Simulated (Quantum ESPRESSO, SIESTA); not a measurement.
# Out-of-plane response of diamond Si under biaxial strain, QE, PBEsol

Calculated with Quantum ESPRESSO 7.5: PBEsol; plane waves, GBRV 1.5 ultrasoft, 45/270 Ry; k-mesh 4×4×4. The first two cell vectors are strained alike from typed lattice constants; the third vector's length and the atoms are relaxed. The typed cell isn't stress-free: at zero strain the reference's in-plane stress is -1.1 GPa, compression positive.

| in-plane strain (%) | 100 ln(c/c at zero strain) |
| --- | --- |
| -4 | ? |
| -3 | 2.377 |
| -2 | 1.596 |
| -1 | 0.806 |
| 0 | 0 |
| +1 | -0.821 |
| +2 | -1.663 |
| +3 | -2.794 |
| +4 | -3.683 |

**Question.** Fit a second-order form in the logarithmic strain to the rows given and extrapolate to the withheld row.

**Working.**

With u = ln[(1 + ε)/(1 + ε0)], counted from the row at ε0 = +0 % where y0 = 0, a second-order form y = y0 + a u + b u² makes v = (y − y0)/u a line in u.

```
         u         v
-0.0304592  -78.0388
-0.0202027  -78.9993
-0.0100503  -80.1963
0.00995033  -82.5098
 0.0198026  -83.9788
 0.0295588  -94.5235
 0.0392207  -93.9045
```

With n = 7: mean u = 0.00540289, mean v = -84.5930, Σ(u − ū)² = 0.0041357, Σ(u − ū)(v − v̄) = -0.98267. Slope b = -0.98267 / 0.0041357 = -237.61; intercept a = v̄ − b ū = -83.309.

At the withheld row u = -0.04082, v = a + b u = -73.61, and y = y0 + u v.

Prediction at -4: 3.005. The run gave 3.148, so the fit is low by 0.14 (4.5 % of the value).

The first-order term says that the third edge changes by -0.83 % for each per cent of in-plane stretch at ε0. The second-order term makes up 13 % of v at the withheld row. Among the rows given, the largest miss of the fit is at +3, by 0.12 (1.8 % of the range of the table).

Limits: The nuclei are static. The DFT runs use Fermi–Dirac occupations of width 0.01 eV, and energies are free energies. The rows don't follow a smooth parabola (r.m.s. departure 0.8 % of their range), so v is no line in u and the first-order term is poorly fixed; a kink, the k-mesh or scatter of the relaxations can each do this.

[Logs are printed without paths, hosts, clocks, repeated set-up lines and the standing remarks that a program may print on its own settings, such as how far it seeks lower states.]

[Hosts, paths, dates, database ids (printed as entryN), source tags and the programs' standing remarks are cut or masked in the printed files.]
